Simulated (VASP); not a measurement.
# O2H2 in VASP: settings compared

The runs below take O2H2 through relaxation of the atoms, vibrations by finite differences, single point, with PBE+D3(BJ), PBE, RPBE, RPBE+D3(BJ).

Program: VASP 6.6.1. These are calculated values, not measurements. Logs are shortened: lines on timing, memory, paths and dates and some standing lists are left out, and cuts for length are marked.

### 1 The molecule as given

The cell holds a molecule in a box, 4 atoms: a = 12.922 Å, b = 13.422 Å, c = 13.922 Å, α = 90.00°, β = 90.00°, γ = 90.00°.

### 2 Relaxation of the atoms, PBE+D3(BJ)

File INCAR:

```
SYSTEM = HO
ALGO     = Fast           ! electronic algorithm
EDIFF    = 1E-6           ! SCF threshold, eV
EDIFFG   = -0.03          ! ionic threshold
ENCUT    = 400            ! plane-wave cutoff, eV
GGA      = PE             ! functional
IBRION   = 2              ! ionic algorithm
ISIF     = 2              ! what is computed and relaxed
ISMEAR   = 0              ! smearing method
ISYM     = 0            
IVDW     = 12             ! dispersion correction
LASPH    = .True.         ! aspherical terms in the spheres
LCHARG   = .False.        ! write CHGCAR
LREAL    = .False.        ! projectors in reciprocal space
LWAVE    = .False.        ! write WAVECAR
NELM     = 100            ! most SCF steps
NSW      = 120            ! ionic steps
PREC     = Accurate       ! precision mode
SIGMA    = 0.01           ! smearing width, eV
```

File KPOINTS:

```
k-points
0
Gamma
  1 1 1
  0 0 0
```

File POSCAR:

```
HO
1.0
   12.9224456750      0.0000000000      0.0000000000
    0.0000000000     13.4224456750      0.0000000000
    0.0000000000      0.0000000000     13.9224456750
O H
2 2
Selective dynamics
Direct
    0.5001445393      0.5246140216      0.5468873718  F F F
    0.4998382649      0.4828364967      0.4531124566  T T T
    0.4988422869      0.4659337414      0.5869979356  T T T
    0.5011749089      0.5415161546      0.4130022360  T T T
```

Potentials or basis: VASP PAW PBE potentials, release 64 (O, H).

Command:

```
cat potpaw_PBE.64/O/POTCAR potpaw_PBE.64/H/POTCAR > POTCAR
mpirun -np 1 vasp_gam > vasp.out
```

OUTCAR:

```text
SYSTEM = HO
   EDIFF = 1E-6
   EDIFFG = -0.03
   ENCUT = 400
   GGA = PE
   IBRION = 2
   ISIF = 2
   ISMEAR = 0
   ISYM = 0
   IVDW = 12
   LASPH = .True.
   LREAL = .False.
   NELM = 100
   NSW = 120
   PREC = Accurate
 IVDW          = 12

 ion  position               nearest neighbor table
   1  0.500  0.525  0.547-   3 0.97   2 1.42
   2  0.500  0.483  0.453-   4 0.97   1 1.42
   3  0.499  0.466  0.587-   1 0.97
   4  0.501  0.542  0.413-   2 0.97

IMPORTANT INFORMATION: All symmetrisations will be switched off!
NOSYMM: (Re-)initialisation of all symmetry stuff for point group C_1.

----------------------------------------------------------------------------------------

                                     Primitive cell

  volume of cell :    2414.8597

  direct lattice vectors                    reciprocal lattice vectors
    12.922445675  0.000000000  0.000000000     0.077384732  0.000000000  0.000000000
     0.000000000 13.422445675  0.000000000     0.000000000  0.074502071  0.000000000
     0.000000000  0.000000000 13.922445675     0.000000000  0.000000000  0.071826461

  length of vectors
    12.922445675 13.422445675 13.922445675     0.077384732  0.074502071  0.071826461

  position of ions in fractional coordinates (direct lattice)
     0.500144539  0.524614022  0.546887372
     0.499838265  0.482836497  0.453112457
     0.498842287  0.465933741  0.586997936
     0.501174909  0.541516155  0.413002236

  ion indices of the primitive-cell ions
   primitive index   ion index
                 1           1
                 2           2
                 3           3
                 4           4

----------------------------------------------------------------------------------------

 KPOINTS: k-points

Automatic generation of k-mesh.
 Grid dimensions read from file:
 generate k-points for:    1    1    1

 Generating k-lattice:

  Cartesian coordinates                     Fractional coordinates (reciprocal lattice)
     0.077384732  0.000000000  0.000000000     1.000000000  0.000000000  0.000000000
     0.000000000  0.074502071  0.000000000     0.000000000  1.000000000  0.000000000
     0.000000000  0.000000000  0.071826461     0.000000000  0.000000000  1.000000000

  Length of vectors
     0.077384732  0.074502071  0.071826461

  Shift w.r.t. Gamma in fractional coordinates (k-lattice)
     0.000000000  0.000000000  0.000000000

[... 18 lines left out ...]
   ISTART =      0    job   : 0-new  1-cont  2-samecut
   ICHARG =      2    charge: 1-file 2-atom 10-const
   ISPIN  =      1    spin polarized calculation?
   LNONCOLLINEAR =      F non collinear calculations
   LSORBIT =      F    spin-orbit coupling
   LASPH  =      T    aspherical Exc in radial PAW
   ENCUT  =  400.0 eV  29.40 Ry    5.42 a.u.  21.07 21.89 22.70*2*pi/ulx,y,z
   NELM   =    100;   NELMIN=  2; NELMDL= -5     # of ELM steps
   EDIFF  = 0.1E-05   stopping-criterion for ELM
   LREAL  =      F    real-space projection
   EDIFFG = -.3E-01   stopping-criterion for IOM
   NSW    =    120    number of steps for IOM
   IBRION =      2    ionic relax: 0-MD 1-quasi-New 2-CG
   NFREE  =      1    steps in history (QN), initial steepest desc. (CG)
   ISIF   =      2    stress and relaxation
   ISYM   =      0    0-nonsym 1-usesym 2-fastsym
   POTIM  = 0.5000    time-step for ionic-motion
   TEBEG  =    0.0;   TEEND  =   0.0 temperature during run
   PSTRESS=    0.0 pullay stress
   NELECT =      14.0000    total number of electrons
   NUPDOWN=      -1.0000    fix difference up-down
   EMIN   =  10.00;   EMAX   =-10.00  energy-range for DOS
   EFERMI =   0.00;   METHOD = LEGACY
   ISMEAR =     0;   SIGMA  =   0.01  broadening in eV -4-tet -1-fermi 0-gaus
   EFERMI_NEDOS =   21; number of points for ismear=-14 and -15
   IALGO  =     68    algorithm
   IMIX   =      4    mixing-type and parameters
     AMIX     =   0.40;   BMIX     =  1.00
     AMIX_MAG =   1.60;   BMIX_MAG =  1.00
  volume/ion in A,a.u.               =     603.71      4074.07
  Fermi-wavevector in a.u.,A,eV,Ry     =   0.294094  0.555758  1.176789  0.086492
  Thomas-Fermi vector in A             =   1.156371
   LORBIT       =      0    0 simple, 1 ext, 2 COOP (PROOUT), +10 PAW based schemes
   GGA     = PE    functional components
   LHFCALC =     F    Hartree Fock is set to
   AEXX    =    0.0000 exact exchange contribution
   IVDW    =    12    specifies the selected vdW correction
   LEPSILON=     F    determine dielectric tensor
   LRPA    =     F    only Hartree local field effects (RPA)
 conjugate gradient relaxation of ions
 non-spin polarized calculation
 RMM-DIIS sequential band-by-band and
 Gauss-broadening in eV      SIGMA  =   0.01
  energy-cutoff  :      400.00
  volume of cell :     2414.86
 maximum number of plane-waves:     21919
   NGX = 43   NGY = 43   NGZ = 45

--------------------------------------- Ionic step        1  -------------------------------------------

 number of electron      14.0000008 magnetization

 Free energy of the ion-electron system (eV)
  ---------------------------------------------------
  ext. energy  EPLUGINS =         0.00000000
  ---------------------------------------------------
  free energy    TOTEN  =       -18.07157337 eV

  energy without entropy =      -18.07157337  energy(sigma->0) =      -18.07157337

------------------------ aborting loop because EDIFF is reached ----------------------------------------

 Edisp (eV)   -0.02230

 E8    (eV) :    -0.0057
[... 111 lines left out ...]
  FREE ENERGIE OF THE ION-ELECTRON SYSTEM (eV)
  ---------------------------------------------------
  free  energy   TOTEN  =       -18.1442939544 eV

  energy  without entropy=      -18.1442939544  energy(sigma->0) =      -18.14429395

[... ionic steps 4 to 11 ...]

--------------------------------------- Ionic step       12  -------------------------------------------

 number of electron      14.0000019 magnetization

------------------------ aborting loop because EDIFF is reached ----------------------------------------
[... 79 lines left out ...]
--------------------------------------- Ionic step       14  -------------------------------------------

 number of electron      14.0000020 magnetization

 Free energy of the ion-electron system (eV)
  ---------------------------------------------------
  ext. energy  EPLUGINS =         0.00000000
  ---------------------------------------------------
  free energy    TOTEN  =       -18.13692302 eV

  energy without entropy =      -18.13692302  energy(sigma->0) =      -18.13692302

 E-fermi :  -5.6797     XC(G=0):  -0.3335

 val. band max:       -5.7345998921   @ k =   0.0000   0.0000   0.0000
 cond. band min:      -1.7074599691   @ k =   0.0000   0.0000   0.0000
 fundamental gap:      4.0271399230
 Fermi energy:        -5.6797003024

 k-point     1 :       0.0000    0.0000    0.0000
  band No.  band energies     occupation
      1     -27.9024      2.00000
      2     -22.5542      2.00000
      3     -12.7797      2.00000
      4     -12.4123      2.00000
      5      -9.3667      2.00000
      6      -8.8929      2.00000
      7      -5.7346      2.00000
      8      -1.7075      0.00000
      9      -0.7705      0.00000
     10       0.1867      0.00000
     11       0.2068      0.00000
[... 33 lines left out ...]
  FREE ENERGIE OF THE ION-ELECTRON SYSTEM (eV)
  ---------------------------------------------------
  free  energy   TOTEN  =       -18.1592660813 eV

  energy  without entropy=      -18.1592660813  energy(sigma->0) =      -18.15926608

 reached required accuracy - stopping structural energy minimisation
```

OSZICAR:

```text
N       E                     dE             d eps       ncg     rms          rms(c)
DAV:   1     0.172790432889E+03    0.17279E+03   -0.26594E+03    30   0.549E+02
DAV:   2     0.713158017087E+02   -0.10147E+03   -0.99502E+02    36   0.101E+02
DAV:   3    -0.107964383183E+02   -0.82112E+02   -0.81704E+02    44   0.118E+02
DAV:   4    -0.197074197253E+02   -0.89110E+01   -0.88616E+01    28   0.504E+01
[... 170 lines left out ...]
       N       E                     dE             d eps       ncg     rms          rms(c)
DAV:   1    -0.181369121015E+02   -0.11386E-03   -0.17045E-02    25   0.126E+00    0.400E-02
RMM:   2    -0.181368964271E+02    0.15674E-04   -0.20328E-04    22   0.141E-01    0.226E-02
RMM:   3    -0.181369220511E+02   -0.25624E-04   -0.40890E-05    22   0.622E-02    0.582E-03
RMM:   4    -0.181369230226E+02   -0.97150E-06   -0.38338E-06    20   0.190E-02
  14 F= -.18159266E+02 E0= -.18159266E+02  d E =-.120386E-03
```

CONTCAR:

```text
HO
   1.00000000000000
    12.9224456750000005    0.0000000000000000    0.0000000000000000
     0.0000000000000000   13.4224456750000005    0.0000000000000000
     0.0000000000000000    0.0000000000000000   13.9224456750000005
  O               H
     2     2
Selective dynamics
Direct
     0.5001445393000026    0.5246140216000015    0.5468873717999969   F   F   F
     0.4997889863411583    0.4795034625592877    0.4499035220229276   T   T   T
     0.4987949417967575    0.4631006350165688    0.5844984192436611   T   T   T
     0.5011787403049618    0.5410023560519225    0.4122957710809450   T   T   T

  0.00000000E+00  0.00000000E+00  0.00000000E+00
  0.00000000E+00  0.00000000E+00  0.00000000E+00
  0.00000000E+00  0.00000000E+00  0.00000000E+00
  0.00000000E+00  0.00000000E+00  0.00000000E+00
```

It took 7.5 min on 1 thread of Intel Xeon 6975P-C (Granite Rapids), shared host; peak memory 1.4 GiB.

What came out:

| Item | Value |
| --- | --- |
| Free energy | -18.1593 eV |
| Energy gained by relaxing | 16.3 meV/atom |
| Ionic steps | 14 |
| Gap between the frontier levels | 4.03 eV |
| Dispersion energy per atom | -0.006 eV |

Step by step:
```
step  energy change (eV)  largest force (eV/Å)  pressure (GPa)
   1              0.0000                1.8780           -0.03
   2             -0.0041                1.9653           -0.17
   3             -0.0504                0.8110           -0.10
   4             -0.0290                1.8275           -0.10
   5             -0.0600                0.2773           -0.10
   6             -0.0622                0.2172           -0.10
   7             -0.0627                0.2457           -0.10
   8             -0.0641                0.1258           -0.10
   9             -0.0646                0.1701           -0.10
  10             -0.0647                0.1704           -0.10
  11             -0.0649                0.1226           -0.10
  12             -0.0651                0.0868           -0.10
  13             -0.0653                0.0626           -0.10
  14             -0.0654                0.0233           -0.10
```

Final structure:
```yaml
crystal:
  lattice:
    - [12.92245, 0.00000, 0.00000]
    - [0.00000, 13.42245, 0.00000]
    - [0.00000, 0.00000, 13.92245]
  atoms:
    - { symbol: O, position: [0.50014, 0.52461, 0.54689] }
    - { symbol: O, position: [0.49979, 0.47950, 0.44990] }
    - { symbol: H, position: [0.49879, 0.46310, 0.58450] }
    - { symbol: H, position: [0.50118, 0.54100, 0.41230] }
```

Caveat: the cutoff is under 1.25 times the usual one of these potentials, so pressure, stress and relaxed cells hold a basis-set (Pulay) error.

### 3 Vibrations by finite differences, PBE+D3(BJ)

File INCAR:

```
PREC = Accurate
ENCUT = 400
EDIFF = 1E-7
ISMEAR = 0
SIGMA = 0.01
LREAL = F
LASPH = T
NELM = 100
ALGO = Fast
ISIF = 2
LWAVE = F
LCHARG = F
GGA = PE
IVDW = 12
NBANDS = 15
IBRION = 5
NFREE = 2
POTIM = 0.015
NSW = 1
ISYM = 0
```

File KPOINTS:

```
regular mesh
0
Gamma
  1 1 1
```

File POSCAR:

```
HO                                      
1.0
   12.9224456750      0.0000000000      0.0000000000
    0.0000000000     13.4224456750      0.0000000000
    0.0000000000      0.0000000000     13.9224456750
  O               H             
     2     2
Selective dynamics
Direct
0.5001445393000026  0.5246140216000015  0.5468873717999969  T T T
0.4997889863411583  0.4795034625592877  0.4499035220229276  T T T
0.4987949417967575  0.4631006350165688  0.5844984192436611  T T T
0.5011787403049618  0.5410023560519225  0.4122957710809450  T T T
```

Potentials or basis: VASP PAW PBE potentials, release 64 (O, H).

Command:

```
cat potpaw_PBE.64/O/POTCAR potpaw_PBE.64/H/POTCAR > POTCAR
mpirun -np 1 vasp_gam > vasp.out
```

It took 21 min on 1 thread of Intel Xeon 6975P-C (Granite Rapids), shared host; peak memory 1.4 GiB.

It converged, with:

| Quantity | Value |
| --- | --- |
| Highest phonon frequency at Γ, LO-TO splitting left out | 3692 cm⁻¹ |
| Most unstable mode | 299i cm⁻¹ |
| Dispersion energy per atom | -0.006 eV |

Phonon frequencies in cm⁻¹ (negative: imaginary):
```csv
q point,frequencies
"(0.000, 0.000, 0.000)",-299 -43 -21 1 3 18 18 919 1195 1477 3683 3692
```

Caveat: the cutoff is under 1.25 times the usual one of these potentials, so pressure, stress and relaxed cells hold a basis-set (Pulay) error; some modes are imaginary.

### 4 Single point, PBE

File INCAR:

```
PREC = Accurate
ENCUT = 400
EDIFF = 1E-6
ISMEAR = 0
SIGMA = 0.01
LREAL = F
LASPH = T
NELM = 100
ALGO = Fast
ISIF = 2
LWAVE = F
LCHARG = F
GGA = PE
NBANDS = 15
ISYM = 0
```

KPOINTS is that of step 3.

File POSCAR:

```
HO                                      
1.0
   12.9224456750      0.0000000000      0.0000000000
    0.0000000000     13.4224456750      0.0000000000
    0.0000000000      0.0000000000     13.9224456750
  O               H             
     2     2
Selective dynamics
Direct
     0.5001445393000026    0.5246140216000015    0.5468873717999969   F   F   F
     0.4997889863411583    0.4795034625592877    0.4499035220229276   T   T   T
     0.4987949417967575    0.4631006350165688    0.5844984192436611   T   T   T
     0.5011787403049618    0.5410023560519225    0.4122957710809450   T   T   T
```

Command:

```
cat potpaw_PBE.64/O/POTCAR potpaw_PBE.64/H/POTCAR > POTCAR
mpirun -np 1 vasp_gam > vasp.out
```

Wall time 70 s (1 thread of Intel Xeon 6975P-C (Granite Rapids), shared host); peak memory 1.2 GiB.

The run converged. Its results:

* Free energy: -18.1369 eV
* Largest force: 0.024 eV/Å
* Gap between the frontier levels: 4.03 eV

Forces on the atoms (eV/Å):
```
O    0.000  0.003  0.024
O    0.000 -0.010 -0.019
H    0.000  0.002  0.001
H    0.000  0.004 -0.005
```

Levels at points of the mesh, in eV from the valence-band top:
```tsv
k point	band 3	band 4	band 5	band 6	band 7	band 8	band 9	band 10	band 11	band 12
(0.00, 0.00, 0.00)	-7.05	-6.68	-3.63	-3.16	0.00	4.03	4.96	5.93	5.94	6.43
```

Caveat: the cutoff is under 1.25 times the usual one of these potentials, so pressure, stress and relaxed cells hold a basis-set (Pulay) error. A hybrid or GW would open this gap; PBE tends to underestimate it.

### 5 Single point, RPBE

INCAR: that of step 4 with these lines changed.

```diff
@@ -12,3 +12,3 @@
 LCHARG = F
-GGA = PE
+GGA = RP
 NBANDS = 15
```

KPOINTS is that of step 4.

POSCAR is that of step 4.

Command:

```
cat potpaw_PBE.64/O/POTCAR potpaw_PBE.64/H/POTCAR > POTCAR
mpirun -np 1 vasp_gam > vasp.out
```

Wall time 71 s (1 thread of Intel Xeon 6975P-C (Granite Rapids), shared host); peak memory 1.2 GiB.

Results (log left out):

* Free energy: -17.8484 eV
* Largest force: 0.300 eV/Å
* Gap between the frontier levels: 4.05 eV

Forces on the atoms (eV/Å):
```
O    0.001  0.111  0.279
O   -0.001 -0.117 -0.275
H    0.000 -0.001  0.017
H    0.001  0.007 -0.022
```

Levels at points of the mesh, in eV from the valence-band top:
| k point | band 4 | band 5 | band 6 | band 7 | band 8 | band 9 | band 10 | band 11 |
| --- | --- | --- | --- | --- | --- | --- | --- | --- |
| (0.00, 0.00, 0.00) | -6.69 | -3.62 | -3.17 | 0.00 | 4.05 | 4.84 | 5.83 | 5.89 |

Caveat: the cutoff is under 1.25 times the usual one of these potentials, so pressure, stress and relaxed cells hold a basis-set (Pulay) error; the PAW data sets were made with another functional, which shifts forces and pressure a little.

### 6 Single point, RPBE+D3(BJ)

INCAR: that of step 5 with these lines changed.

```diff
@@ -13,2 +13,3 @@
 GGA = RP
+IVDW = 12
 NBANDS = 15
```

KPOINTS is that of step 5.

POSCAR is that of step 5.

Potentials or basis: VASP PAW PBE potentials, release 64 (O, H).

Command:

```
cat potpaw_PBE.64/O/POTCAR potpaw_PBE.64/H/POTCAR > POTCAR
mpirun -np 1 vasp_gam > vasp.out
```

Run time: 69 s. Hardware: 1 thread of Intel Xeon 6975P-C (Granite Rapids), shared host; peak memory 1.2 GiB.

The run converged. Its results:

- Free energy: -17.9692 eV
- Largest force: 0.295 eV/Å
- Gap between the frontier levels: 4.05 eV
- Dispersion energy per atom: -0.030 eV

Forces on the atoms (eV/Å):
```
O    0.001  0.113  0.272
O   -0.001 -0.120 -0.268
H    0.000  0.003  0.003
H    0.000  0.004 -0.007
```

Levels at points of the mesh, in eV from the valence-band top:
| k point | band 5 | band 6 | band 7 | band 8 | band 9 | band 10 |
| --- | --- | --- | --- | --- | --- | --- |
| (0.00, 0.00, 0.00) | -3.62 | -3.17 | 0.00 | 4.05 | 4.84 | 5.83 |

Caveat: the cutoff is under 1.25 times the usual one of these potentials, so pressure, stress and relaxed cells hold a basis-set (Pulay) error; the PAW data sets were made with another functional, which shifts forces and pressure a little.

### 7 The runs side by side

```csv
task,level,cell,atoms held fixed (from 0),gap on the mesh (eV),largest force (eV/Å)
relaxation of the atoms,PBE+D3(BJ),atoms relaxed,[0],4.03,-
vibrations by finite differences,PBE+D3(BJ),as given,-,-,-
single point,PBE,as given,-,4.03,0.02
single point,RPBE,as given,-,4.05,0.30
single point,RPBE+D3(BJ),as given,-,4.05,0.29
```

Alike in all rows: potentials or basis VASP PAW PBE potentials, release 64 (O, H); no spin polarisation; k mesh 1 × 1 × 1; cutoff (eV) 400; smearing gaussian 0.01 eV.

On the cell as given the gap runs from 4.03 eV (PBE) to 4.05 eV (RPBE).

Caveats: the cutoff is under 1.25 times the usual one of these potentials, so pressure, stress and relaxed cells hold a basis-set (Pulay) error; the PAW data sets were made with another functional, which shifts forces and pressure a little (some runs); some modes are imaginary (some runs).

Absolute energies hang on the potentials; compare differences alone.
